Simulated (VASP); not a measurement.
# What goes wrong when SiO2 (Quartz) is relaxed with a bad input, part 2 of 2

Aim: see how common mistakes in a VASP relaxation show up, on SiO2 (Quartz). The starting structure is a measured crystal structure from the Crystallography Open Database. The first relaxation on each setting starts from this cell expanded by 3 % in volume.

VASP 6.6.1.

Results so far: reference 12.93 Å³ an atom; low precision and a small cutoff 10.42 Å³ an atom.

## 4. Relaxation with the cell held fixed (ISIF = 2)

Level of this step: PBEsol; plane waves and PAW (Si, O) (VASP).

A slip made on purpose: the cell held fixed (ISIF = 2). Against step 2 the input has ISIF = 2 (also changed: NELM).

File INCAR:

```
SYSTEM = SiO2
PREC = Accurate
ENCUT = 520
EDIFF = 1E-06
NELM = 60
ISMEAR = 0
SIGMA = 0.03
LREAL = .FALSE.
ALGO = Normal
GGA = PS
NBANDS = 33
LORBIT = 11
LWAVE = .FALSE.
LCHARG = .FALSE.
KPAR = 16
IBRION = 2
NSW = 50
ISIF = 2
EDIFFG = -0.006
```

File POSCAR:

```
SiO2
1.0
    4.9696249510      0.0000000000      0.0000000000
   -2.4848124755      4.3038214549      0.0000000000
    0.0000000000      0.0000000000      5.4626589287
Si O
3 6
Direct
    0.5291000000      0.5291000000      0.0000000000
    0.0000000000      0.4709000000      0.3333333333
    0.4709000000      0.0000000000      0.6666666667
    0.1484000000      0.7346000000      0.5460668333
    0.8516000000      0.5862000000      0.1205998333
    0.5862000000      0.8516000000      0.8794001667
    0.7346000000      0.1484000000      0.4539331667
    0.2654000000      0.4138000000      0.2127335000
    0.4138000000      0.2654000000      0.7872665000
```

File KPOINTS:

```
Automatic mesh
0
Gamma
6 6 4
0 0 0
```

The projector-augmented-wave data sets are Si and O (PBE family, release 64).

Run with:

```sh
mpirun -np 16 vasp_std
```

What it wrote:

```text
[... set-up lines as in an earlier step ...]
 entering main loop
       N       E                     dE             d eps       ncg     rms          rms(c)
[... 14 cycles as in an earlier step ...]
   1 F= -.74003785E+02 E0= -.74003785E+02  d E =-.740038E+02
[... from here on, the cycles between the ionic steps are left out ...]
   2 F= -.74003416E+02 E0= -.74003416E+02  d E =0.369032E-03
   3 F= -.74003901E+02 E0= -.74003901E+02  d E =-.115778E-03
   4 F= -.74004029E+02 E0= -.74004029E+02  d E =-.128681E-03
   5 F= -.74004259E+02 E0= -.74004259E+02  d E =-.358627E-03
   6 F= -.74004287E+02 E0= -.74004287E+02  d E =-.385781E-03
   7 F= -.74004373E+02 E0= -.74004373E+02  d E =-.866967E-04
   8 F= -.74004409E+02 E0= -.74004409E+02  d E =-.122930E-03
   9 F= -.74004167E+02 E0= -.74004167E+02  d E =0.242184E-03
  10 F= -.74004415E+02 E0= -.74004415E+02  d E =-.584578E-05
[...]
reached required accuracy - stopping structural energy minimisation
```

Wall time 41 s (16 MPI ranks of Intel Xeon 6975P-C (Granite Rapids), shared host); peak memory 5.3 GiB.

OUTCAR, selected parts (step 4):

```text
  Total       -0.1282484     -0.1282484     -0.1396051      0.0000000      0.0000000      0.0000000
  in kB       -1.7586551     -1.7586551     -1.9143879      0.0000000      0.0000000      0.0000000
  external PRESSURE =      -1.8105660 kB  Pullay stress =       0.0000000 kB

 POSITION                                       TOTAL-FORCE (eV/Angst)
 -----------------------------------------------------------------------------------
      1.31223      2.27286      0.00000        -0.000363     -0.000629     -0.000000
     -1.17258      2.03097      1.82089        -0.000363      0.000629     -0.000000
     -0.13966      4.30382      3.64177         0.000727     -0.000000     -0.000000
     -1.08589      3.16756      2.97805         0.000945     -0.000153      0.000089
      2.76938      2.52419      0.66372        -0.000340     -0.000895     -0.000089
      0.80132      3.66045      4.79893        -0.000605     -0.000742      0.000089
      3.28613      0.64337      2.48461        -0.000605      0.000742     -0.000089
      0.28457      1.77964      1.15716        -0.000340      0.000895      0.000089
      1.39892      1.13626      4.30550         0.000945      0.000153     -0.000089
 -----------------------------------------------------------------------------------
    total drift:                               -0.000001     -0.000002      0.000001

  FREE ENERGIE OF THE ION-ELECTRON SYSTEM (eV)
  ---------------------------------------------------
  free  energy   TOTEN  =       -74.0044153067 eV

  energy  without entropy=      -74.0044153067  energy(sigma->0) =      -74.00441531

[... 2 parts as in an earlier step ...]

[... 2 further parts left out ...]
[key lines of the parts left out:]
E-fermi :   0.9559
```

With the cell held fixed (ISIF = 2) the cell ends at 12.982 Å³ an atom, +0.39 % from the reference.

## 5. Relaxation with a functional's name that the tag doesn't take

A slip made on purpose: a functional's name that the tag doesn't take. Against step 2 the input has GGA = PBESOL (also changed: NELM).

Changes to INCAR since step 4:

```diff
@@ -9,3 +9,3 @@
 ALGO = Normal
-GGA = PS
+GGA = PBESOL
 NBANDS = 33
@@ -17,3 +17,3 @@
 NSW = 50
-ISIF = 2
+ISIF = 3
 EDIFFG = -0.006
```

POSCAR is that of step 4.

KPOINTS is that of step 4.

Run with:

```sh
mpirun -np 16 vasp_std
```

What it wrote:

```text
[banner, memory and clock lines left out]
running   16 mpi-ranks, on    1 nodes
[...]
|                                                                             |
|           W    W    AA    RRRRR   N    N  II  N    N   GGGG   !!!           |
|           W    W   A  A   R    R  NN   N  II  NN   N  G    G  !!!           |
|           W    W  A    A  R    R  N N  N  II  N N  N  G       !!!           |
|           W WW W  AAAAAA  RRRRR   N  N N  II  N  N N  G  GGG   !            |
|           WW  WW  A    A  R   R   N   NN  II  N   NN  G    G                |
|           W    W  A    A  R    R  N    N  II  N    N   GGGG   !!!           |
|                                                                             |
|     For optimal performance we recommend to set                             |
|       NCORE = 2 up to number-of-cores-per-socket                            |
|     NCORE specifies how many cores store one orbital (NPAR=cpu/NCORE).      |
|     This setting can greatly improve the performance of VASP for DFT.       |
[...]
|     calculations (for HF NCORE is supported but not extensively tested      |
|     yet).                                                                   |
|                                                                             |

|                                                                             |
|     EEEEEEE  RRRRRR   RRRRRR   OOOOOOO  RRRRRR      ###     ###     ###     |
|     E        R     R  R     R  O     O  R     R     ###     ###     ###     |
|     E        R     R  R     R  O     O  R     R     ###     ###     ###     |
|     EEEEE    RRRRRR   RRRRRR   O     O  RRRRRR       #       #       #      |
|     E        R   R    R   R    O     O  R   R                               |
|     E        R    R   R    R   O     O  R    R      ###     ###     ###     |
|     EEEEEEE  R     R  R     R  OOOOOOO  R     R     ###     ###     ###     |
|                                                                             |
|     Error: One of the selected functionals does not exist.                  |
|                                                                             |
|       ---->  I REFUSE TO CONTINUE WITH THIS SICK JOB ... BYE!!! <----       |
|                                                                             |

1
1
1
1
1
1
1
1
1
1
1
1
1
1
1
1
```

Elapsed: 7.6 s, on 16 MPI ranks.

VASP stopped with this message: “Error: One of the selected functionals does not exist”.

## 6. Relaxation with a cutoff far too low

A slip made on purpose: a cutoff far too low. Against step 2 the input has PREC = Normal and ENCUT = 220 (also changed: NELM).

Changes to INCAR since step 5:

```diff
@@ -1,4 +1,4 @@
 SYSTEM = SiO2
-PREC = Accurate
-ENCUT = 520
+PREC = Normal
+ENCUT = 220
 EDIFF = 1E-06
@@ -9,3 +9,3 @@
 ALGO = Normal
-GGA = PBESOL
+GGA = PS
 NBANDS = 33
```

POSCAR is that of step 5.

KPOINTS is that of step 5.

Run with:

```sh
mpirun -np 16 vasp_std
```

What it wrote:

```text
[... set-up lines as in an earlier step ...]
 entering main loop
       N       E                     dE             d eps       ncg     rms          rms(c)
DAV:   1     0.142171041269E+03    0.14217E+03   -0.15903E+04  1744   0.681E+02
DAV:   2    -0.696869795652E+02   -0.21186E+03   -0.20716E+03  2036   0.223E+02
DAV:   3    -0.780730180342E+02   -0.83860E+01   -0.83607E+01  2008   0.474E+01
DAV:   4    -0.781431473815E+02   -0.70129E-01   -0.70083E-01  1912   0.453E+00
[...]
DAV:  11    -0.749740321901E+02   -0.75985E-04   -0.52416E-05  1935   0.415E-02    0.598E-02
DAV:  12    -0.749740359226E+02   -0.37325E-05   -0.13830E-05  1992   0.189E-02    0.470E-02
DAV:  13    -0.749740363740E+02   -0.45141E-06   -0.39328E-07  1375   0.378E-03
   1 F= -.74974036E+02 E0= -.74974036E+02  d E =-.749740E+02
[... from here on, the cycles between the ionic steps are left out ...]
   2 F= 0.71129073E+03 E0= 0.71129073E+03  d E =0.786265E+03
   3 F= -.83004299E+02 E0= -.83004299E+02  d E =-.803026E+01
   5 F= -.87652794E+02 E0= -.87652794E+02  d E =-.126788E+02
   7 F= -.92558877E+02 E0= -.92558877E+02  d E =-.490547E+01
   9 F= -.94947645E+02 E0= -.94947645E+02  d E =-.455072E-01
  11 F= -.97266053E+02 E0= -.97266053E+02  d E =-.148893E+01
  13 F= -.96652891E+02 E0= -.96652891E+02  d E =0.746173E+00
  15 F= -.97955964E+02 E0= -.97955964E+02  d E =-.274162E+00
  17 F= -.97982281E+02 E0= -.97982281E+02  d E =0.369658E-01
  19 F= -.98086992E+02 E0= -.98086992E+02  d E =-.594338E-02
  21 F= -.98089530E+02 E0= -.98089530E+02  d E =-.229642E-02
  23 F= -.98090403E+02 E0= -.98090403E+02  d E =-.510202E-03
  25 F= -.98090933E+02 E0= -.98090933E+02  d E =-.303798E-05
  27 F= -.98091005E+02 E0= -.98091005E+02  d E =-.394843E-04
  29 F= -.98091025E+02 E0= -.98091025E+02  d E =-.144792E-04
  30 F= -.98091025E+02 E0= -.98091025E+02  d E =-.150916E-04
  31 F= -.98091036E+02 E0= -.98091036E+02  d E =-.113267E-04
 trial-energy change:   -0.000011  1 .order   -0.000012   -0.000018   -0.000006
 step:   0.5135(harm=  0.5135)  dis= 0.00049  next Energy=   -98.091038 (dE=-0.129E-04)
 reached required accuracy - stopping structural energy minimisation
```

Wall time 20 s (16 MPI ranks); peak memory 2.6 GiB.

From OUTCAR (step 6):

```text
  Total       -0.0073430     -0.0073430     -0.0217968      0.0000000      0.0000000     -0.0000000
  in kB       -0.1671497     -0.1671497     -0.4961670      0.0000000      0.0000000     -0.0000000
  external PRESSURE =      -0.2768221 kB  Pullay stress =       0.0000000 kB

 POSITION                                       TOTAL-FORCE (eV/Angst)
 -----------------------------------------------------------------------------------
      1.23074      2.13170      0.00000         0.001341      0.002323      0.000000
      3.29398      1.44195      1.59097         0.001341     -0.002323     -0.000000
      1.66502      0.00000      3.18195        -0.002682      0.000000      0.000000
     -1.35244      2.36301      2.80473        -0.000307      0.001238     -0.000066
      2.75628      2.35275      0.37722        -0.000919      0.000885      0.000066
      0.65940      3.56338      4.39570         0.001226     -0.000353     -0.000066
      2.72265      0.01026      1.96819         0.001226      0.000353      0.000066
      0.69304      1.22089      1.21375        -0.000919     -0.000885     -0.000066
      0.71081      1.21063      3.55917        -0.000307     -0.001238      0.000066
 -----------------------------------------------------------------------------------
    total drift:                                0.004617      0.006477      0.000001

  FREE ENERGIE OF THE ION-ELECTRON SYSTEM (eV)
  ---------------------------------------------------
  free  energy   TOTEN  =       -98.0910364660 eV

  energy  without entropy=      -98.0910364660  energy(sigma->0) =      -98.09103647

[... 2 parts as in an earlier step ...]

[... 2 further parts left out ...]
[key lines of the parts left out:]
E-fermi :   7.2288
```

The log as kept lacks single lines of electronic cycles.

With a cutoff far too low the cell ends at 7.820 Å³ an atom, -39.52 % from the reference.

## 7. All runs side by side

```
                                          run            ended  volume (Å³/atom)  change (%)  pressure left (GPa)  core minutes
                                    reference        converged            12.931           -                  0.0           9.6
             low precision and a small cutoff        converged             10.42      -19.42                 0.06           6.4
               the cell held fixed (ISIF = 2)        converged            12.982        0.39                -0.18          10.9
a functional's name that the tag doesn't take  stopped by VASP                 -           -                    -          2.03
                         a cutoff far too low        converged              7.82      -39.52                -0.03          5.28
```

Core minutes are wall time times ranks, summed over the relaxations behind a row (those for a bulk modulus apart), on shared hosts.

## 8. Outcome

```
volume of the reference                                        : 12.93 Å³/atom
volume against the reference, low precision and a small cutoff : -19.42 %
volume against the reference, the cell held fixed (ISIF = 2)   : +0.39 %
volume against the reference, a cutoff far too low             : -39.52 %
run with a functional's name that the tag doesn't take         : stopped by VASP
```

What this shows: VASP stopped by itself in the run with a functional's name that the tag doesn't take. Finished, but with signs in the output that stand out against the reference: low precision and a small cutoff, with the volume changed by -19.4 % (signs: -27.6 GPa at the first ionic step (reference: -0.6 GPa) and an energy that rises by up to 0.7 eV an atom on the way); the cell held fixed (ISIF = 2), with the volume kept at the input's, +0.4 % from the reference (signs: a stress of up to 0.2 GPa); a cutoff far too low, with the volume changed by -39.5 % (signs: -127.6 GPa at the first ionic step (reference: -0.6 GPa) and an energy that rises by up to 87.4 eV an atom on the way). Further runs on this material are not shown.

[Lines on the potential files, build, host, timing and source positions are cut from VASP's logs without a mark.]

[Logs are printed without paths, hosts, clocks, repeated set-up lines and the standing remarks that a program may print on its own settings, such as how far it seeks lower states.]

[Hosts, paths, dates, database ids (printed as entryN), source tags and the programs' standing remarks are cut or masked in the printed files.]
